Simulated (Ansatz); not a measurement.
Runs of Ansatz 0.2.0 on Ru. Symmetry: P6_3/mmc, No. 194, hexagonal system. Conventional cell: a = 2.706 Å, b = 2.706 Å, c = 4.282 Å, α = 90.00°, β = 90.00°, γ = 120.00°. Ru (site symmetry -6m2) has 12 Ru at 2.65 to 2.71 Å as nearest neighbours. 

| task | level | spin | cell | k mesh | cutoff (eV) | points for each segment of the path | gap on the mesh (eV) | pressure (GPa) |
| --- | --- | --- | --- | --- | --- | --- | --- | --- |
| single point | PBE0 | SOC, no magnetisation | as given | 5 × 5 × 3 | 420 | - | none | -10.3 |
| band structure | HSE03 | off | as given | 6 × 6 × 3 | 420 | 4 | none | (a) |
| relaxation of cell and atoms | HSEsol | off | relaxed | 6 × 6 × 3 | 420 | - | none | 0.0 |
| single point | r2SCANh | off | as given | 6 × 6 × 3 | 500 | - | none | -6.0 |
| single point | r2SCAN0 | off | as given | 6 × 6 × 3 | 500 | - | none | -12.7 |
| band structure | HSEsol | off | as given | 6 × 6 × 3 | 420 | 4 | none | -15.5 |
| single point | PBEsol0 | off | as given | 6 × 6 × 3 | 420 | - | none | (b) |
| single point | HSE06 | SOC, no magnetisation | as given | 5 × 5 × 3 | 420 | - | none | -10.3 |

Alike in all rows: potentials or basis Ansatz PAW; smearing fermi-dirac 0.05 eV; the mesh is coarse, so values aren't converged.

Question: Fill in the values left out.

Answer: (a) -7.8; (b) -16.1.

Caveats: all runs use coarse meshes; the PAW data sets come from PBE, with cores solved anew for the run's functional, which leaves a small shift of forces and pressure; the thresholds are loose for stress (some runs); so large a pressure means that the cell lies far from this level's equilibrium, or that cutoff or potentials fall short (some runs); the plane-wave basis is chosen anew once the cell has moved, so the energies of steps on either side of that aren't comparable (some runs).

A k mesh can miss the band edges, and rows without SOC leave out spin-orbit coupling on Ru.

A gap of «none» marks a metal or a gap under the smearing width.
